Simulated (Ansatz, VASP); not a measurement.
**P: VASP beside Ansatz**

Contents of INCAR:

```
ALGO     = Normal         # electronic algorithm
EDIFF    = 1E-6           # SCF threshold, eV
EDIFFG   = -0.05          # ionic threshold
ENCUT    = 600            # plane-wave cutoff, eV
GGA      = PE             # functional
IBRION   = 2              # ionic algorithm
ISIF     = 3              # what is computed and relaxed
ISMEAR   = 0              # smearing method
LASPH    = True           # aspherical terms in the spheres
LCHARG   = False          # write CHGCAR
LREAL    = False          # projectors in reciprocal space
LWAVE    = False          # write WAVECAR
NELM     = 60             # most SCF steps
NSW      = 100            # ionic steps
PREC     = Accurate       # precision mode
SIGMA    = 0.1            # smearing width, eV
```

Contents of KPOINTS:

```
k-points
0
Gamma
  6 6 4
```

The input POSCAR:

```
P
1.0
    1.6550000000     -5.2500000000      0.0000000000
    1.6550000000      5.2500000000      0.0000000000
    0.0000000000      0.0000000000      4.3800000000
P
4
Direct
    0.0980000000      0.9020000000      0.9100000000
    0.5980000000      0.4020000000      0.5900000000
    0.9020000000      0.0980000000      0.0900000000
    0.4020000000      0.5980000000      0.4100000000
```

Input for Ansatz:

```yaml
crystal:
  lattice:
    - [1.655, -5.25, 0.0]
    - [1.655, 5.25, 0.0]
    - [0.0, 0.0, 4.38]
  atoms:
    - { symbol: P, position: [0.098, 0.902, 0.91] }
    - { symbol: P, position: [0.598, 0.402, 0.59] }
    - { symbol: P, position: [0.902, 0.098, 0.09] }
    - { symbol: P, position: [0.402, 0.598, 0.41] }
basis:
  ecutwfc: 420
kpoints:
  mp_grid: { grid: [6, 6, 4] }
hamiltonian:
  xc: pbe
scf:
  occupations: { method: gaussian, width: 0.1 }
output:
  forces: true
  stress: true
  eigenvalues: true
relax:
  adjacent_minimum: "off"
  f_tol: 0.05
  max_steps: 80
  cell: { stress_tol: 0.5 }
```

Alike in both runs: task relaxation of cell and atoms; functional PBE; k mesh 6 × 6 × 4; occupations gaussian, width 0.1 eV; no spin polarisation.

```csv
,VASP,Ansatz
version,VASP 6.6.1,Ansatz 0.2.0
potentials or method,"VASP PAW PBE potentials, release 64 (P)","scalar-relativistic, plane waves, PAW"
plane-wave cutoff (eV),600,420
valence electrons in the cell,20,20
```

|  | VASP | Ansatz | Ansatz less VASP |
| --- | --- | --- | --- |
| gap on the k mesh at the Fermi level, each at its own relaxed structure (eV) | 0.03 | 0.10 | +0.062 |
| relaxed volume (Å³/atom) | 20.62 | 20.97 | +0.343 |
| relaxed cell length with the largest relative difference (Å) | 4.492 | 4.547 | +0.0548 |
| energy change over the relaxation (meV/atom) | -35 | -39 | -3.8 |

 PBE usually gives volumes a little too large and moduli too small. Zero-point motion and thermal expansion aren't in these numbers.
